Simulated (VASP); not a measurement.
# Cs (Im-3m) in VASP: a series of runs, part 2 of 7

VASP 6.6.1. Earlier steps stand in the parts before.

## 9. Equation of state, PBE, 126.15 Å³/atom

The input, INCAR:

```
ADDGRID  = False        
ALGO     = Normal         # electronic algorithm
EDIFF    = 1E-6           # SCF threshold, eV
ENCUT    = 250            # plane-wave cutoff, eV
GGA      = PE             # functional
ISIF     = 2              # what is computed and relaxed
ISMEAR   = 0              # smearing method
LASPH    = True           # aspherical terms in the spheres
LCHARG   = False          # write CHGCAR
LREAL    = False          # projectors in reciprocal space
LWAVE    = False          # write WAVECAR
NELM     = 100            # most SCF steps
PREC     = Accurate       # precision mode
SIGMA    = 0.15           # smearing width, eV
```

The input, KPOINTS:

```
k-points
0
Gamma
  5 5 5
```

The input, POSCAR:

```
Cs
1.0
   -3.1594419776      3.1594419776      3.1594419776
    3.1594419776     -3.1594419776      3.1594419776
    3.1594419776      3.1594419776     -3.1594419776
Cs
1
Direct
    0.0000000000      0.0000000000      0.0000000000
```

Potentials or basis: VASP PAW PBE potentials, release 64 (Cs_sv).

Started as:

```sh
$ cat potpaw_PBE.64/Cs_sv/POTCAR > POTCAR
$ mpirun -np 1 vasp_std > vasp.out
```

Run time: 2.9 s. Hardware: 1 thread of Intel Xeon Platinum 8375C at 2.90GHz (Ice Lake), shared host; peak memory 0.14 GiB.

These settings aren't checked as converged: the numbers below hold their error.

What came out:

```yaml
Free_energy: -0.8610 eV
Band_gap_on_the_k_mesh: none (metal or under the smearing width)
```

Caveat: the cutoff is under 1.25 times the usual one of these potentials, so pressure, stress and relaxed cells hold a basis-set (Pulay) error.

## 10. Equation of state, PBE, 118.80 Å³/atom

Changes to INCAR since step 9:

```diff
@@ -3,3 +3,3 @@
 EDIFF    = 1E-6           # SCF threshold, eV
-ENCUT    = 250            # plane-wave cutoff, eV
+ENCUT    = 400            # plane-wave cutoff, eV
 GGA      = PE             # functional
```

The input, KPOINTS:

```
k-points
0
Gamma
  4 4 4
```

The input, POSCAR:

```
Cs
1.0
   -3.0968622435      3.0968622435      3.0968622435
    3.0968622435     -3.0968622435      3.0968622435
    3.0968622435      3.0968622435     -3.0968622435
Cs
1
Direct
    0.0000000000      0.0000000000      0.0000000000
```

Started as:

```sh
$ cat potpaw_PBE.64/Cs_sv/POTCAR > POTCAR
$ mpirun -np 1 vasp_std > vasp.out
```

It took 4.3 s on 1 thread of Intel Xeon Platinum 8375C at 2.90GHz (Ice Lake), shared host; peak memory 0.19 GiB.

The run converged, but some of its settings lie outside the range that counts as converged, so its numbers aren't taken as properties of the crystal.

What came out:

- Free energy: -0.8218 eV
- Pressure: 0.0 GPa
- Band gap on the k mesh: none (metal or under the smearing width)

## 11. Equation of state, PBE, 126.15 Å³/atom

INCAR is that of step 10.

KPOINTS is that of step 10.

The input, POSCAR:

```
Cs
1.0
   -3.1594419776      3.1594419776      3.1594419776
    3.1594419776     -3.1594419776      3.1594419776
    3.1594419776      3.1594419776     -3.1594419776
Cs
1
Direct
    0.0000000000      0.0000000000      0.0000000000
```

Started as:

```sh
$ cat potpaw_PBE.64/Cs_sv/POTCAR > POTCAR
$ mpirun -np 1 vasp_std > vasp.out
```

Run time: 4.3 s. Hardware: 1 thread of Intel Xeon Platinum 8375C at 2.90GHz (Ice Lake), shared host; peak memory 0.19 GiB.

These settings aren't checked as converged: the numbers below hold their error.

What came out:

```
Free energy            : -0.8195 eV
Pressure               : -0.1 GPa
Band gap on the k mesh : none (metal or under the smearing width)
```

## 12. Equation of state, PBE, 118.80 Å³/atom

Changes to INCAR since step 11:

```diff
@@ -3,3 +3,3 @@
 EDIFF    = 1E-6           # SCF threshold, eV
-ENCUT    = 400            # plane-wave cutoff, eV
+ENCUT    = 450            # plane-wave cutoff, eV
 GGA      = PE             # functional
```

KPOINTS is that of step 11.

The input, POSCAR:

```
Cs
1.0
   -3.0968622435      3.0968622435      3.0968622435
    3.0968622435     -3.0968622435      3.0968622435
    3.0968622435      3.0968622435     -3.0968622435
Cs
1
Direct
    0.0000000000      0.0000000000      0.0000000000
```

Potentials or basis: VASP PAW PBE potentials, release 64 (Cs_sv).

Started as:

```sh
$ cat potpaw_PBE.64/Cs_sv/POTCAR > POTCAR
$ mpirun -np 1 vasp_std > vasp.out
```

Wall time 5.7 s (1 thread of Intel Xeon Platinum 8375C at 2.90GHz (Ice Lake), shared host); peak memory 0.22 GiB.

The run converged, but some of its settings lie outside the range that counts as converged, so its numbers aren't taken as properties of the crystal.

Results:

```yaml
Free_energy: -0.8219 eV
Pressure: 0.0 GPa
Band_gap_on_the_k_mesh: none (metal or under the smearing width)
```

## 13. Equation of state, PBE, 126.15 Å³/atom

INCAR is that of step 12.

KPOINTS is that of step 12.

The input, POSCAR:

```
Cs
1.0
   -3.1594419776      3.1594419776      3.1594419776
    3.1594419776     -3.1594419776      3.1594419776
    3.1594419776      3.1594419776     -3.1594419776
Cs
1
Direct
    0.0000000000      0.0000000000      0.0000000000
```

Started as:

```sh
$ cat potpaw_PBE.64/Cs_sv/POTCAR > POTCAR
$ mpirun -np 1 vasp_std > vasp.out
```

Wall time 5.6 s (1 thread of Intel Xeon Platinum 8375C at 2.90GHz (Ice Lake), shared host); peak memory 0.22 GiB.

These settings aren't checked as converged: the numbers below hold their error.

What came out:

```yaml
Free_energy: -0.8196 eV
Pressure: -0.1 GPa
Band_gap_on_the_k_mesh: none (metal or under the smearing width)
```

## 14. Equation of state, PBE, 118.80 Å³/atom

Changes to INCAR since step 13:

```diff
@@ -3,3 +3,3 @@
 EDIFF    = 1E-6           # SCF threshold, eV
-ENCUT    = 450            # plane-wave cutoff, eV
+ENCUT    = 350            # plane-wave cutoff, eV
 GGA      = PE             # functional
```

The input, KPOINTS:

```
k-points
0
Gamma
  5 5 5
```

The input, POSCAR:

```
Cs
1.0
   -3.0968622435      3.0968622435      3.0968622435
    3.0968622435     -3.0968622435      3.0968622435
    3.0968622435      3.0968622435     -3.0968622435
Cs
1
Direct
    0.0000000000      0.0000000000      0.0000000000
```

Started as:

```sh
$ cat potpaw_PBE.64/Cs_sv/POTCAR > POTCAR
$ mpirun -np 1 vasp_std > vasp.out
```

Run time: 4.3 s. Hardware: 1 thread of Intel Xeon Platinum 8375C at 2.90GHz (Ice Lake), shared host; peak memory 0.19 GiB.

These settings aren't checked as converged: the numbers below hold their error.

What came out:

| Quantity | Value |
| --- | --- |
| Free energy | -0.8645 eV |
| Pressure | -0.1 GPa |
| Band gap on the k mesh | none (metal or under the smearing width) |

## 15. Equation of state, PBE, 126.15 Å³/atom

INCAR is that of step 14.

KPOINTS is that of step 14.

The input, POSCAR:

```
Cs
1.0
   -3.1594419776      3.1594419776      3.1594419776
    3.1594419776     -3.1594419776      3.1594419776
    3.1594419776      3.1594419776     -3.1594419776
Cs
1
Direct
    0.0000000000      0.0000000000      0.0000000000
```

Potentials or basis: VASP PAW PBE potentials, release 64 (Cs_sv).

Started as:

```sh
$ cat potpaw_PBE.64/Cs_sv/POTCAR > POTCAR
$ mpirun -np 1 vasp_std > vasp.out
```

It took 4.7 s on 1 thread of Intel Xeon Platinum 8375C at 2.90GHz (Ice Lake), shared host; peak memory 0.19 GiB.

These settings aren't checked as converged: the numbers below hold their error.

Results:

| Item | Value |
| --- | --- |
| Free energy | -0.8601 eV |
| Pressure | -0.2 GPa |
| Band gap on the k mesh | none (metal or under the smearing width) |

## 16. Equation of state, PBE, 118.80 Å³/atom

Changes to INCAR since step 15:

```diff
@@ -3,3 +3,3 @@
 EDIFF    = 1E-6           # SCF threshold, eV
-ENCUT    = 350            # plane-wave cutoff, eV
+ENCUT    = 550            # plane-wave cutoff, eV
 GGA      = PE             # functional
```

The input, KPOINTS:

```
k-points
0
Gamma
  4 4 4
```

The input, POSCAR:

```
Cs
1.0
   -3.0968622435      3.0968622435      3.0968622435
    3.0968622435     -3.0968622435      3.0968622435
    3.0968622435      3.0968622435     -3.0968622435
Cs
1
Direct
    0.0000000000      0.0000000000      0.0000000000
```

Started as:

```sh
$ cat potpaw_PBE.64/Cs_sv/POTCAR > POTCAR
$ mpirun -np 1 vasp_std > vasp.out
```

It took 7.1 s on 1 thread of Intel Xeon Platinum 8375C at 2.90GHz (Ice Lake), shared host; peak memory 0.23 GiB.

These settings aren't checked as converged: the numbers below hold their error.

Results:

* Free energy: -0.8219 eV
* Pressure: 0.0 GPa
* Band gap on the k mesh: none (metal or under the smearing width)

## 17. Equation of state, PBE, 126.15 Å³/atom

INCAR is that of step 16.

KPOINTS is that of step 16.

The input, POSCAR:

```
Cs
1.0
   -3.1594419776      3.1594419776      3.1594419776
    3.1594419776     -3.1594419776      3.1594419776
    3.1594419776      3.1594419776     -3.1594419776
Cs
1
Direct
    0.0000000000      0.0000000000      0.0000000000
```

Started as:

```sh
$ cat potpaw_PBE.64/Cs_sv/POTCAR > POTCAR
$ mpirun -np 1 vasp_std > vasp.out
```

Wall time 7.1 s (1 thread of Intel Xeon Platinum 8375C at 2.90GHz (Ice Lake), shared host); peak memory 0.23 GiB.

The run converged, but some of its settings lie outside the range that counts as converged, so its numbers aren't taken as properties of the crystal.

Results:

| Quantity | Value |
| --- | --- |
| Free energy | -0.8196 eV |
| Pressure | -0.1 GPa |
| Band gap on the k mesh | none (metal or under the smearing width) |

## 18. Equation of state, PBE, 118.80 Å³/atom

Changes to INCAR since step 17:

```diff
@@ -3,3 +3,3 @@
 EDIFF    = 1E-6           # SCF threshold, eV
-ENCUT    = 550            # plane-wave cutoff, eV
+ENCUT    = 250            # plane-wave cutoff, eV
 GGA      = PE             # functional
```

The input, KPOINTS:

```
k-points
0
Gamma
  6 6 6
```

The input, POSCAR:

```
Cs
1.0
   -3.0968622435      3.0968622435      3.0968622435
    3.0968622435     -3.0968622435      3.0968622435
    3.0968622435      3.0968622435     -3.0968622435
Cs
1
Direct
    0.0000000000      0.0000000000      0.0000000000
```

Potentials or basis: VASP PAW PBE potentials, release 64 (Cs_sv).

Started as:

```sh
$ cat potpaw_PBE.64/Cs_sv/POTCAR > POTCAR
$ mpirun -np 1 vasp_std > vasp.out
```

Run time: 3.7 s. Hardware: 1 thread of Intel Xeon Platinum 8375C at 2.90GHz (Ice Lake), shared host; peak memory 0.14 GiB.

These settings aren't checked as converged: the numbers below hold their error.

What came out:

| Quantity | Value |
| --- | --- |
| Free energy | -0.8516 eV |
| Band gap on the k mesh | none (metal or under the smearing width) |

Caveat: the cutoff is under 1.25 times the usual one of these potentials, so pressure, stress and relaxed cells hold a basis-set (Pulay) error.

## 19. Equation of state, PBE, 126.15 Å³/atom

INCAR is that of step 18.

KPOINTS is that of step 18.

The input, POSCAR:

```
Cs
1.0
   -3.1594419776      3.1594419776      3.1594419776
    3.1594419776     -3.1594419776      3.1594419776
    3.1594419776      3.1594419776     -3.1594419776
Cs
1
Direct
    0.0000000000      0.0000000000      0.0000000000
```

Started as:

```sh
$ cat potpaw_PBE.64/Cs_sv/POTCAR > POTCAR
$ mpirun -np 1 vasp_std > vasp.out
```

It took 3.9 s on 1 thread of Intel Xeon Platinum 8375C at 2.90GHz (Ice Lake), shared host; peak memory 0.14 GiB.

These settings aren't checked as converged: the numbers below hold their error.

Results:

* Free energy: -0.8481 eV
* Band gap on the k mesh: none (metal or under the smearing width)

Caveat: the cutoff is under 1.25 times the usual one of these potentials, so pressure, stress and relaxed cells hold a basis-set (Pulay) error.

## 20. Equation of state, PBE, 118.80 Å³/atom

Changes to INCAR since step 19:

```diff
@@ -3,3 +3,3 @@
 EDIFF    = 1E-6           # SCF threshold, eV
-ENCUT    = 250            # plane-wave cutoff, eV
+ENCUT    = 400            # plane-wave cutoff, eV
 GGA      = PE             # functional
```

The input, KPOINTS:

```
k-points
0
Gamma
  5 5 5
```

The input, POSCAR:

```
Cs
1.0
   -3.0968622435      3.0968622435      3.0968622435
    3.0968622435     -3.0968622435      3.0968622435
    3.0968622435      3.0968622435     -3.0968622435
Cs
1
Direct
    0.0000000000      0.0000000000      0.0000000000
```

Started as:

```sh
$ cat potpaw_PBE.64/Cs_sv/POTCAR > POTCAR
$ mpirun -np 1 vasp_std > vasp.out
```

Run time: 5.3 s. Hardware: 1 thread of Intel Xeon Platinum 8375C at 2.90GHz (Ice Lake), shared host; peak memory 0.19 GiB.

These settings aren't checked as converged: the numbers below hold their error.

What came out:

* Free energy: -0.8647 eV
* Pressure: -0.1 GPa
* Band gap on the k mesh: none (metal or under the smearing width)

## 21. Equation of state, PBE, 126.15 Å³/atom

INCAR is that of step 20.

KPOINTS is that of step 20.

The input, POSCAR:

```
Cs
1.0
   -3.1594419776      3.1594419776      3.1594419776
    3.1594419776     -3.1594419776      3.1594419776
    3.1594419776      3.1594419776     -3.1594419776
Cs
1
Direct
    0.0000000000      0.0000000000      0.0000000000
```

Potentials or basis: VASP PAW PBE potentials, release 64 (Cs_sv).

Started as:

```sh
$ cat potpaw_PBE.64/Cs_sv/POTCAR > POTCAR
$ mpirun -np 1 vasp_std > vasp.out
```

It took 5.1 s on 1 thread of Intel Xeon Platinum 8375C at 2.90GHz (Ice Lake), shared host; peak memory 0.19 GiB.

The run converged, but some of its settings lie outside the range that counts as converged, so its numbers aren't taken as properties of the crystal.

What came out:

- Free energy: -0.8603 eV
- Pressure: -0.2 GPa
- Band gap on the k mesh: none (metal or under the smearing width)

## 22. Equation of state, PBE, 118.80 Å³/atom

Changes to INCAR since step 21:

```diff
@@ -3,3 +3,3 @@
 EDIFF    = 1E-6           # SCF threshold, eV
-ENCUT    = 400            # plane-wave cutoff, eV
+ENCUT    = 700            # plane-wave cutoff, eV
 GGA      = PE             # functional
```

The input, KPOINTS:

```
k-points
0
Gamma
  4 4 4
```

The input, POSCAR:

```
Cs
1.0
   -3.0968622435      3.0968622435      3.0968622435
    3.0968622435     -3.0968622435      3.0968622435
    3.0968622435      3.0968622435     -3.0968622435
Cs
1
Direct
    0.0000000000      0.0000000000      0.0000000000
```

Started as:

```sh
$ cat potpaw_PBE.64/Cs_sv/POTCAR > POTCAR
$ mpirun -np 1 vasp_std > vasp.out
```

Wall time 9.8 s (1 thread of Intel Xeon Platinum 8375C at 2.90GHz (Ice Lake), shared host); peak memory 0.3 GiB.

The run converged, but some of its settings lie outside the range that counts as converged, so its numbers aren't taken as properties of the crystal.

Results:

- Free energy: -0.8219 eV
- Pressure: 0.0 GPa
- Band gap on the k mesh: none (metal or under the smearing width)

## 23. Equation of state, PBE, 126.15 Å³/atom

INCAR is that of step 22.

KPOINTS is that of step 22.

The input, POSCAR:

```
Cs
1.0
   -3.1594419776      3.1594419776      3.1594419776
    3.1594419776     -3.1594419776      3.1594419776
    3.1594419776      3.1594419776     -3.1594419776
Cs
1
Direct
    0.0000000000      0.0000000000      0.0000000000
```

Started as:

```sh
$ cat potpaw_PBE.64/Cs_sv/POTCAR > POTCAR
$ mpirun -np 1 vasp_std > vasp.out
```

Wall time 14 s (1 thread of Intel Xeon Platinum 8375C at 2.90GHz (Ice Lake), shared host); peak memory 0.29 GiB.

These settings aren't checked as converged: the numbers below hold their error.

Results:

```
Free energy            : -0.8197 eV
Pressure               : -0.1 GPa
Band gap on the k mesh : none (metal or under the smearing width)
```

## 24. Equation of state, PBE, 118.80 Å³/atom

Changes to INCAR since step 23:

```diff
@@ -3,3 +3,3 @@
 EDIFF    = 1E-6           # SCF threshold, eV
-ENCUT    = 700            # plane-wave cutoff, eV
+ENCUT    = 450            # plane-wave cutoff, eV
 GGA      = PE             # functional
```

The input, KPOINTS:

```
k-points
0
Gamma
  5 5 5
```

The input, POSCAR:

```
Cs
1.0
   -3.0968622435      3.0968622435      3.0968622435
    3.0968622435     -3.0968622435      3.0968622435
    3.0968622435      3.0968622435     -3.0968622435
Cs
1
Direct
    0.0000000000      0.0000000000      0.0000000000
```

Potentials or basis: VASP PAW PBE potentials, release 64 (Cs_sv).

Started as:

```sh
$ cat potpaw_PBE.64/Cs_sv/POTCAR > POTCAR
$ mpirun -np 1 vasp_std > vasp.out
```

Wall time 8.6 s (1 thread of Intel Xeon Platinum 8375C at 2.90GHz (Ice Lake), shared host); peak memory 0.22 GiB.

These settings aren't checked as converged: the numbers below hold their error.

What came out:

| Item | Value |
| --- | --- |
| Free energy | -0.8648 eV |
| Pressure | -0.1 GPa |
| Band gap on the k mesh | none (metal or under the smearing width) |

## 25. Equation of state, PBE, 126.15 Å³/atom

INCAR is that of step 24.

KPOINTS is that of step 24.

The input, POSCAR:

```
Cs
1.0
   -3.1594419776      3.1594419776      3.1594419776
    3.1594419776     -3.1594419776      3.1594419776
    3.1594419776      3.1594419776     -3.1594419776
Cs
1
Direct
    0.0000000000      0.0000000000      0.0000000000
```

Started as:

```sh
$ cat potpaw_PBE.64/Cs_sv/POTCAR > POTCAR
$ mpirun -np 1 vasp_std > vasp.out
```

Wall time 7 s (1 thread of Intel Xeon Platinum 8375C at 2.90GHz (Ice Lake), shared host); peak memory 0.22 GiB.

These settings aren't checked as converged: the numbers below hold their error.

What came out:

- Free energy: -0.8604 eV
- Pressure: -0.1 GPa
- Band gap on the k mesh: none (metal or under the smearing width)

## 26. Equation of state, PBE, 118.80 Å³/atom

Changes to INCAR since step 25:

```diff
@@ -3,3 +3,3 @@
 EDIFF    = 1E-6           # SCF threshold, eV
-ENCUT    = 450            # plane-wave cutoff, eV
+ENCUT    = 350            # plane-wave cutoff, eV
 GGA      = PE             # functional
```

The input, KPOINTS:

```
k-points
0
Gamma
  6 6 6
```

The input, POSCAR:

```
Cs
1.0
   -3.0968622435      3.0968622435      3.0968622435
    3.0968622435     -3.0968622435      3.0968622435
    3.0968622435      3.0968622435     -3.0968622435
Cs
1
Direct
    0.0000000000      0.0000000000      0.0000000000
```

Started as:

```sh
$ cat potpaw_PBE.64/Cs_sv/POTCAR > POTCAR
$ mpirun -np 1 vasp_std > vasp.out
```

It took 7.6 s on 1 thread of Intel Xeon Platinum 8375C at 2.90GHz (Ice Lake), shared host; peak memory 0.19 GiB.

These settings aren't checked as converged: the numbers below hold their error.

Results:

```yaml
Free_energy: -0.8507 eV
Pressure: 0.0 GPa
Band_gap_on_the_k_mesh: none (metal or under the smearing width)
```

## 27. Equation of state, PBE, 126.15 Å³/atom

INCAR is that of step 26.

KPOINTS is that of step 26.

The input, POSCAR:

```
Cs
1.0
   -3.1594419776      3.1594419776      3.1594419776
    3.1594419776     -3.1594419776      3.1594419776
    3.1594419776      3.1594419776     -3.1594419776
Cs
1
Direct
    0.0000000000      0.0000000000      0.0000000000
```

Potentials or basis: VASP PAW PBE potentials, release 64 (Cs_sv).

Started as:

```sh
$ cat potpaw_PBE.64/Cs_sv/POTCAR > POTCAR
$ mpirun -np 1 vasp_std > vasp.out
```

It took 8.7 s on 1 thread of Intel Xeon Platinum 8375C at 2.90GHz (Ice Lake), shared host; peak memory 0.19 GiB.

The run converged, but some of its settings lie outside the range that counts as converged, so its numbers aren't taken as properties of the crystal.

Results:

| Quantity | Value |
| --- | --- |
| Free energy | -0.8473 eV |
| Pressure | -0.1 GPa |
| Band gap on the k mesh | none (metal or under the smearing width) |

(Part 2 of 7 ends here.)
